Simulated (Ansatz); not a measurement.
**SiC: opening a crack plane**

SiC, P6_3mc, a = 3.092 Å, c = 5.074 Å. The compound has several low-lying forms, and this is one of them. Ansatz: PBE, PAW, 420 eV, Γ-centred 9×5×3 mesh on 16 atoms, Gaussian smearing 0.05 eV; no spin polarisation. One cut on (100) per cell of 16 atoms is opened rigidly by x, between planes of C+Si and C+Si that stand 1.78 Å apart; y is the energy per area (15.688 Å², 1 eV/Å² = 16.02 J/m²).

| x (Å) | y (J/m²) |
| --- | --- |
| 0.00 | 0.000 |
| 0.25 | 0.621 |
| 0.50 | 1.808 |
| 0.75 | 3.032 |
| 1.00 | 4.083 |
| 1.50 | ? |
| 2.00 | 5.800 |
| 3.00 | 6.008 |
| 4.50 | 6.046 |
| 6.00 | 6.052 |

Question: Fit the universal binding curve y = W[1 − (1 + x/l) e^(−x/l)] to the other rows, give the peak stress, and predict the missing value.

Answer: Least squares gives W = 6.08 J/m² and l = 0.444 Å. The stress dy/dx peaks at x = l with W/(e l) = 50.4 GPa, for rigid faces. At x = 1.50: x/l = 3.378, y = 5.172 J/m². The run gave 5.351 J/m², so the fit is 0.179 J/m² too low, 3 % of the span of the series, against an rms of 0.057 J/m² on the fitted rows. One length l has to serve both the bottom of the well and the tail, and here they ask for different ones.

Cost: 12 runs of about 3 core-minutes in all, on Intel Xeon 6975P-C (Granite Rapids) (shared hosts).